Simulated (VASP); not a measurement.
These are PBEsol GGA, VASP's PBE PAW potentials (set 64) (plane waves; VASP) values and carry that method's errors.

VASP ran on this input.

File KPOINTS:
```
kpoints
0
Gamma
  7 7 7
```

File POSCAR:
```
LiI
1
    0.0000000000     2.9513818605     2.9513818605
    2.9513818605     0.0000000000     2.9513818605
    2.9513818605     2.9513818605     0.0000000000
Li I
1 1
Direct
  0.0000000000   1.0000000000   1.0000000000
  0.5000000000   0.5000000000   0.5000000000
```

INCAR:
```
SYSTEM = LiI
PREC = Accurate; ENCUT = 520; LREAL = F
LASPH = T
EDIFF = 1E-6; NELM = 100; ALGO = Normal
LMAXMIX = 4
ISMEAR = 0; SIGMA = 0.05
GGA = PS
IBRION = 2; NSW = 60; ISIF = 3
EDIFFG = -0.01
LWAVE = F; LCHARG = F
```

POTCAR, in this order: Li_sv I (PBE.64 set). Program: vasp_std.

The run wrote:

### OSZICAR
```
       N       E                     dE             d eps       ncg     rms          rms(c)
DAV:   1     0.377477869369E+02    0.37748E+02   -0.35928E+03   360   0.971E+02
DAV:   2    -0.423207623847E+01   -0.41980E+02   -0.40565E+02   494   0.131E+02
DAV:   3    -0.611980238158E+01   -0.18877E+01   -0.18863E+01   437   0.329E+01
DAV:   4    -0.616833771153E+01   -0.48535E-01   -0.48517E-01   551   0.610E+00
DAV:   5    -0.616880164733E+01   -0.46394E-03   -0.46391E-03   485   0.560E-01    0.217E+00
DAV:   6    -0.615638607912E+01    0.12416E-01   -0.17747E-02   465   0.787E-01    0.138E+00
DAV:   7    -0.615656761284E+01   -0.18153E-03   -0.21654E-02   520   0.928E-01    0.265E-01
DAV:   8    -0.615676705224E+01   -0.19944E-03   -0.23402E-03   389   0.368E-01    0.486E-02
DAV:   9    -0.615676797054E+01   -0.91830E-06   -0.58423E-05   467   0.693E-02    0.166E-02
DAV:  10    -0.615677202007E+01   -0.40495E-05   -0.61929E-06   429   0.220E-02    0.491E-03
DAV:  11    -0.615677380216E+01   -0.17821E-05   -0.10702E-06   394   0.921E-03    0.481E-03
DAV:  12    -0.615677391466E+01   -0.11250E-06   -0.42583E-08   205   0.182E-03
   1 F= -.61567739E+01 E0= -.61567739E+01  d E =-.615677E+01
```

### OUTCAR
```
------------------------ aborting loop because EDIFF is reached ----------------------------------------
  FORCE on cell =-STRESS in cart. coord.  units (eV):
  Direction    XX          YY          ZZ          XY          YZ          ZX
  --------------------------------------------------------------------------------------
  Total        0.0014902      0.0014902      0.0014902      0.0000000     -0.0000000      0.0000000
  in kB        0.0464343      0.0464343      0.0464343      0.0000000     -0.0000000      0.0000000
  external PRESSURE =       0.0464343 kB  Pullay stress =       0.0000000 kB
  volume of cell :       51.42
      direct lattice vectors                 reciprocal lattice vectors
     0.000000000  2.951381861  2.951381861    -0.169412168  0.169412168  0.169412168
     2.951381861  0.000000000  2.951381861     0.169412168 -0.169412168  0.169412168
     2.951381861  2.951381861  0.000000000     0.169412168  0.169412168 -0.169412168
 POSITION                                       TOTAL-FORCE (eV/Angst)
 -----------------------------------------------------------------------------------
      0.00000      0.00000      0.00000        -0.000000      0.000000     -0.000000
      2.95138      2.95138      2.95138         0.000000     -0.000000      0.000000
 -----------------------------------------------------------------------------------
    total drift:                                0.000000     -0.000000      0.000000
  FREE ENERGIE OF THE ION-ELECTRON SYSTEM (eV)
  ---------------------------------------------------
  free  energy   TOTEN  =        -6.1567739147 eV

  energy  without entropy=       -6.1567739147  energy(sigma->0) =       -6.15677391

 reached required accuracy - stopping structural energy minimisation
```
(Selected blocks of OUTCAR.)

The compound is LiI in the rock salt structure. It was relaxed first, which changed the volume by -6 %. The start is the result of an earlier pass.
